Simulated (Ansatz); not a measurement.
Ge: equation of state with LDA

**Measured values to compare with.**

From “Sub-monolayer structures of Ag overlayers on Ge(111): experimental observations and first-principles study”, 2019, arxiv:1908.00180, for a bulk crystal of Ge: bulk modulus 75.8 GPa.

The system is Ge.

```
CELL_PARAMETERS angstrom
0.00000 2.82891 2.82891
2.82891 0.00000 2.82891
2.82891 2.82891 0.00000
ATOMIC_POSITIONS crystal
Ge 0.75000 0.75000 0.75000
Ge 0.50000 0.50000 0.50000
```

```json
{"Program": "Ansatz 0.2.0", "Task": "equation of state", "Functional": "LDA", "Potentials or basis": "Ansatz PAW", "Cutoff": "420 eV", "Density cutoff": "1680 eV", "k mesh": "8 × 8 × 8", "Occupations": "fermi-dirac, width 0.05 eV", "Spin": "no spin polarisation"}
```

- Equilibrium volume: 22.21 Å³/atom
- Bulk modulus: 70 GPa
- Pressure derivative of the bulk modulus: 4.4

Energy against volume, from the lowest point:
```tsv
volume (Å³/atom)	energy (meV/atom)
21.281	9.18
21.733	2.29
22.186	0.00
22.639	1.72
23.092	7.11
23.545	15.79
23.997	27.39
```

All runs of the series together: 6.4 s on 2 threads of Arm Neoverse V1, with other jobs on the host.

Against the measured bulk modulus of Ge, 75.8 GPa (quoted in “Sub-monolayer structures of Ag overlayers on Ge(111): experimental observations and first-principles study”, 2019, arxiv:1908.00180), the calculated 70 GPa is off by -7.4 %. The fit is for a static lattice scaled at fixed shape and fixed fractional positions. The cell as given is a measured one (22.64 Å³/atom); LDA puts the equilibrium volume -1.9 % from it, thermal expansion not counted.
